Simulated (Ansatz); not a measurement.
Crystal: Br.

```
Br
1.0
     3.36325   -2.32255    0.00000
     3.36325    2.32255    0.00000
     0.00000    0.00000    8.70230
Br
4
Direct
  0.36510 0.63490 0.39010
  0.13490 0.86510 0.89010
  0.63490 0.36510 0.60990
  0.86510 0.13490 0.10990
```

| Item | Value |
| --- | --- |
| Program | Ansatz 0.2.0 |
| Task | relaxation of cell and atoms |
| Functional | PBEsol |
| Potentials or basis | Ansatz PAW |
| Cutoff | 420 eV (not typed: the program's choice for these potentials) |
| k mesh | 7 × 7 × 3 |
| Occupations | fermi-dirac, width 0.05 eV |
| Spin | no spin polarisation |

At the start: volume 33.99 Å³/atom.

Task: How do energy, volume and symmetry change on relaxing?

Result: It ends after 9 steps and the volume is 30.89 Å³/atom (-9.1 %); space group Cmce (No. 64, to 0.05 Å).

Step by step:
| step | energy change (eV) | largest force (eV/Å) | volume (Å³) |
| --- | --- | --- | --- |
| 1 | 0.0000 | 0.7220 | 135.95 |
| 2 | -0.1477 | 0.3948 | 124.86 |
| 3 | -0.2137 | 0.1109 | 119.40 |
| 4 | -0.2320 | 0.0484 | 119.33 |
| 5 | -0.2396 | 0.0224 | 119.43 |
| 6 | -0.2423 | 0.0194 | 122.26 |
| 7 | -0.2427 | 0.0090 | 123.29 |
| 8 | -0.2427 | 0.0025 | 123.58 |
| 9 | -0.2415 | 0.0023 | 123.58 |

Final structure:
```yaml
crystal:
  lattice:
    - [3.59998, -2.01321, 0.00000]
    - [3.59998, 2.01321, 0.00000]
    - [0.00000, 0.00000, 8.52556]
  atoms:
    - { symbol: Br, position: [0.34552, 0.65448, 0.37993] }
    - { symbol: Br, position: [0.15448, 0.84552, 0.87993] }
    - { symbol: Br, position: [0.65448, 0.34552, 0.62007] }
    - { symbol: Br, position: [0.84552, 0.15448, 0.12007] }
```

Caveat: the plane-wave basis is chosen anew once the cell has moved, so the energies of steps on either side of that aren't comparable; the PAW data sets come from PBE, with cores solved anew for the run's functional, which leaves a small shift of forces and pressure.
